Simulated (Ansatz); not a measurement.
AlCo3: single point with PBEsol

The system is AlCo3.

```
Co Al
1.0
     3.57495    0.00000    0.00000
     0.00000    3.57495    0.00000
     0.00000    0.00000    3.57495
Co Al
3 1
Direct
  0.00000 0.50000 0.50000
  0.50000 0.00000 0.50000
  0.50000 0.50000 0.00000
  0.00000 0.00000 0.00000
```

The cell comes from a database or a generator and needn't be the stable form of this composition.

```yaml
Program: Ansatz 0.2.0
Task: single point
Functional: PBEsol
Potentials_or_basis: all-electron LAPW, scalar-relativistic
Cutoff: 297 eV (chosen from the basis error)
Basis_error_allowed: 0.001 eV/atom
k_mesh: 8 × 8 × 8
Occupations: fermi-dirac, width 0.05 eV
Spin: collinear spin, ferromagnetic start
Starting_moments: "[2.0, 2.0, 2.0, 0.0] μB"
```

The pressure is -7.5 GPa. The band gap on the k mesh is none (metal or under the smearing width) and the net moment is 3.86 μB per cell. The absolute moment is 4.21 μB per cell. The site moments are Co +1.34; Al -0.08 μB. The loewdin charges are Co +0.42; Al -0.71 e.

Levels at points of the mesh, in eV from the Fermi level:
Spin up:
```
              k point  band 31  band 32  band 33  band 34  band 35  band 36
   (0.00, 0.00, 0.00)    -0.18    -0.18     0.74     0.74     0.74     6.65
  (0.00, 0.00, -0.50)    -1.39    -0.95    -0.18     5.47     5.47     5.52
 (0.00, -0.50, -0.50)    -1.19    -1.19    -0.74     0.76     0.76     8.10
(-0.50, -0.50, -0.50)    -1.30    -0.42    -0.40    -0.40    -0.40     3.39
```
Spin down:
```tsv
k point	band 26	band 27	band 28	band 29	band 30	band 31	band 32	band 33
(0.00, 0.00, 0.00)	-0.42	0.61	0.61	0.76	0.76	0.76	1.02	1.20
(0.00, 0.00, -0.50)	-0.94	-0.82	-0.22	-0.22	-0.21	0.03	0.68	1.20
(0.00, -0.50, -0.50)	-1.21	-0.39	-0.38	-0.30	-0.30	0.09	0.11	0.24
(-0.50, -0.50, -0.50)	-1.18	-0.32	-0.32	-0.32	-0.29	-0.05	-0.05	1.01
```

It took 20 s on 4 threads of Arm Neoverse V1 (shared host), peak memory 0.71 GiB.

Caveat: the atomic charges don't sum to the cell's charge.
